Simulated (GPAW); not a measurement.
Computed results, one entry a study.

### CdSe (P6_3mc): G0W0 with GPAW, start to end

Symmetry: P6_3mc, No. 186, hexagonal system. The conventional cell has a = 4.300 Å, b = 4.300 Å, c = 7.020 Å, α = 90.00°, β = 90.00°, γ = 120.00°. Cd has 4 Se at 2.61 to 2.70 Å nearest. Nearest to Se lie 4 Cd at 2.61 to 2.70 Å. Farther neighbours and most contacts between anions are not listed.

```yaml
method: DFT, LDA, plane waves, PAW (and 1 further level or step)
program: GPAW 26.7.0
settings_of_one_run: cutoff 450 eV, GPAW PAW setups 1.2.1 data release, 3×3×2 k-mesh, nbands 265
notes: The database entry behind the starting cell differs from later determinations by our own check (inner coordinate of an old entry). The cell and positions come from the Crystallography Open Database and are kept as given unless a step says otherwise. Limits: no spin-orbit coupling. Bands and cutoff are finite, so the gap is not at the basis limit. The miss can reach some tenths of an eV and take either sign; the mesh is an error of its own. The 3×3×2 mesh is coarse for this cell, which bears on the long-range parts of exchange and screening.
lda_gap: 0.42 eV, direct
g0w0_gap_on_the_mesh: 1.29 eV
gw_settings: 3×3×2 mesh, 255 bands, screening to 100 eV, Godby-Needs plasmon pole
known_limits: not at the basis limit; no spin-orbit coupling; coarse k mesh
```

G0W0 moves the gap on the mesh from 0.42 eV to 1.29 eV (+0.87 eV), with Z of 0.79 and 0.80 at the edges. Only 1 of the mesh's irreducible points was corrected, so a valley elsewhere could overtake.

[Paths, hosts, dates, memory and timing lines, banners, echoed tables and standing remarks are left out of the program output.]

[Logs are printed without paths, hosts, clocks, repeated set-up lines and the standing remarks that a program may print on its own settings, such as how far it seeks lower states.]

[Runs of the session that timed out or met a known fault of the program may be left out.]

[Hosts, paths, dates, database ids (printed as entryN), source tags and the programs' standing remarks are cut or masked in the printed files.]
